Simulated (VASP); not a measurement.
SnO2:

```xyz
12
Lattice="5.1753 0.0000 0.0000 0.0000 5.1753 0.0000 0.0000 0.0000 5.1753" Properties=species:S:1:pos:R:3 pbc="T T T"
Sn    0.0000    0.0000    0.0000
Sn    2.5876    0.0000    2.5876
Sn    2.5876    2.5876    0.0000
Sn    0.0000    2.5876    2.5876
O     3.4214    4.3415    0.8337
O     4.3415    0.8337    3.4214
O     0.8337    3.4214    4.3415
O     1.7539    1.7539    1.7539
O     3.4214    3.4214    3.4214
O     4.3415    1.7539    0.8337
O     0.8337    4.3415    1.7539
O     1.7539    0.8337    4.3415
```

Measurements of this composition are mostly on another form, of space group No. 136.

| Item | Value |
| --- | --- |
| Program | VASP 6.6.1 |
| Task | relaxation of cell and atoms |
| Functional | LDA |
| Potentials or basis | VASP PAW LDA potentials, release 64 (Sn_d, O) |
| Cutoff | 600 eV |
| k mesh | 4 × 4 × 4 |
| Occupations | gaussian, width 0.02 eV |
| Spin | no spin polarisation |

At the start: pressure -11.9 GPa; volume 11.55 Å³/atom.

Problem. How do energy, volume and symmetry change on relaxing?

Solution. Over 7 steps the energy falls by 26.3 meV/atom and the volume is 10.88 Å³/atom (-5.8 %); space group Pa-3 (No. 205, to 0.05 Å).

Step by step:
| step | energy change (eV) | largest force (eV/Å) | pressure (GPa) | volume (Å³) |
| --- | --- | --- | --- | --- |
| 1 | 0.0000 | 0.0390 | -11.89 | 138.61 |
| 2 | 0.1459 | 0.1095 | 18.43 | 122.11 |
| 3 | -0.3147 | 0.0210 | -0.20 | 130.75 |
| 4 | -0.3148 | 0.0224 | 0.06 | 130.59 |
| 5 | -0.3149 | 0.0193 | 0.05 | 130.59 |
| 6 | -0.3153 | 0.0102 | 0.06 | 130.57 |
| 7 | -0.3153 | 0.0084 | 0.07 | 130.53 |

Final structure:
```
CELL_PARAMETERS angstrom
5.07268 0.00000 0.00000
0.00000 5.07268 0.00000
0.00000 0.00000 5.07268
ATOMIC_POSITIONS crystal
Sn 0.00000 0.00000 0.00000
Sn 0.50000 0.00000 0.50000
Sn 0.50000 0.50000 0.00000
Sn 0.00000 0.50000 0.50000
O 0.66010 0.83990 0.16010
O 0.83990 0.16010 0.66010
O 0.16010 0.66010 0.83990
O 0.33990 0.33990 0.33990
O 0.66010 0.66010 0.66010
O 0.83990 0.33990 0.16010
O 0.16010 0.83990 0.33990
O 0.33990 0.16010 0.83990
```
